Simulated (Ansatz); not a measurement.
**Sc under changes of volume**

One of the cells (23.086 Å³/atom); the others are scaled copies at fixed shape and fractional positions:

```xyz
1
Lattice="0.0000 2.2600 2.2600 2.2600 0.0000 2.2600 2.2600 2.2600 0.0000" Properties=species:S:1:pos:R:3 pbc="T T T"
Sc    0.0000    0.0000    0.0000
```

This isn't the form of Sc at room conditions, which is hcp.

```yaml
Program: Ansatz 0.2.0
Functional: PBE
Potentials_or_basis: all-electron LAPW, relativistic spinors
Cutoff: 162 eV (chosen from the basis error)
Basis_error_allowed: 0.002 eV/atom
k_mesh: 8 × 8 × 8
Occupations: fermi-dirac, width 0.1 eV
Spin: spin-orbit coupling, no magnetisation
Hubbard_terms: Sc d U = 3 eV
```

```csv
volume (Å³/atom),energy over the lowest point (meV/atom),pressure (GPa)
21.701,226.87,17.8
22.163,178.53,16.1
22.625,134.65,14.6
23.086,95.08,13.1
23.548,59.61,11.8
24.010,?,?
24.472,0.00,9.3
```

What does the run at 24.010 Å³/atom give?

Energy over the lowest point 28.03 meV/atom; pressure 10.5 GPa.

Worked out: A Birch-Murnaghan fit of order 3 (a polynomial in V^(-2/3)) to the other rows has no minimum within the range. It gives 27.94 meV/atom at 24.010 Å³/atom, against the run's 28.03, and -dE/dV = 10.3 GPa, against 10.5.

Energies are extrapolated to zero smearing.

Caveats: U is the effective U less J, on atomic orbitals that reach past the spheres; the k mesh is thin for a metal, which can move the energy by tens of meV per atom; U without spin polarisation on a metal has little footing; the U is typed as a test and isn't derived for this compound.
